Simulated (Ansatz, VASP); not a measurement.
## FeO (Wuestite): VASP beside Ansatz

```
Fe O
1.0
     0.00000    2.15540    2.15540
     2.15540    0.00000    2.15540
     2.15540    2.15540    0.00000
Fe O
1 1
Direct
  0.00000 0.00000 0.00000
  0.50000 0.50000 0.50000
```

Alike in both runs: task single point; functional PBE; k mesh 11 × 11 × 11; occupations fermi-dirac, width 0.05 eV; collinear spin, ferromagnetic start.

```csv
,VASP,Ansatz
version,VASP 6.6.1,Ansatz 0.2.0
potentials or method,"VASP PAW PBE potentials, release 64 (Fe, O)",Ansatz PAW
plane-wave cutoff (eV),520,420
valence electrons in the cell,14,22
```

VASP gave:

| Item | Value |
| --- | --- |
| gap on the k mesh at the Fermi level (eV) | none |
| pressure (GPa) | -0.1 |
| net moment per atom (μB) | 2.00 |
| size of the moment on the site where the two differ most (μB) | 3.62 |

**Question.** Which values does Ansatz return?

**Answer.** gap on the k mesh at the Fermi level (eV): none; pressure (GPa): -0.2; net moment per atom (μB): 2.00; size of the moment on the site where the two differ most (μB): 3.45.

Site moments also hang on the region over which each program counts them. A gap of «none» marks a metal or a gap that the smearing closes. The two sets of potentials don't hold the same shells in valence.

Caveats: a cell with one magnetic atom can't hold antiferromagnetic order, which such compounds often take; semilocal functionals often make such compounds metallic where correlation or magnetic order opens a gap, which also shifts bond lengths; the pressure holds a Pulay correction of +0.6 GPa for the finite cutoff (Ansatz). With open d or f shells a metallic result of PBE can be an artefact of self-interaction; +U or a hybrid may open a gap.
